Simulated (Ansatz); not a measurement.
Isolated molecules relaxed with PBE0-D4/def2-TZVP in Ansatz; ΔE leaves out vibrations. CCSD(T)/CBS is the MP2 limit (def2-TZVPP, def2-QZVPP) plus CCSD(T) − MP2 in def2-TZVPP, frozen cores. DFT in def2-TZVPP. HSE06 is defined as in plane-wave codes. One conformer a species, not always the lowest.

Consider the formal exchange of groups at the Al–C bond: `[CH3][Al]([OH])[SiH3]` + `CC(=O)F` → `[OH][Al]([F])[SiH3]` + acetone.

(1) Is it downhill or uphill in electronic energy at CCSD(T)/CBS, and by how much? (Best estimate.)

(2) What do these levels give: BLYP-D4, HSE06-D4, B2PLYP, revPBE, HF/def2-TZVPP, SCS-MP2/def2-QZVPP? (Best estimate.)

Largest T1 diagnostic among the species: 0.014.

Results:

(1) The calculation gave: Downhill: ΔE = -173.6 kJ/mol.

(2) Computed: BLYP-D4 -159.1, HSE06-D4 -153.3, B2PLYP -167.4, revPBE -145.4, HF/def2-TZVPP -176.1, SCS-MP2/def2-QZVPP -178.5 kJ/mol.

Leaving LDA and LC-ωPBE aside and taking each functional with its dispersion term where it has one, the values, not all of them listed here, spread over 24.7 kJ/mol, from BHLYP-D4 to PBE-D4. From r2SCAN to r2SCAN0 (25 % exact exchange), in def2-TZVPP and without D4, ΔE moves by −5.2 kJ/mol. At CCSD(T), def2-SVP lies +10.6 kJ/mol from the extrapolated value and def2-TZVPP +6.1 kJ/mol.
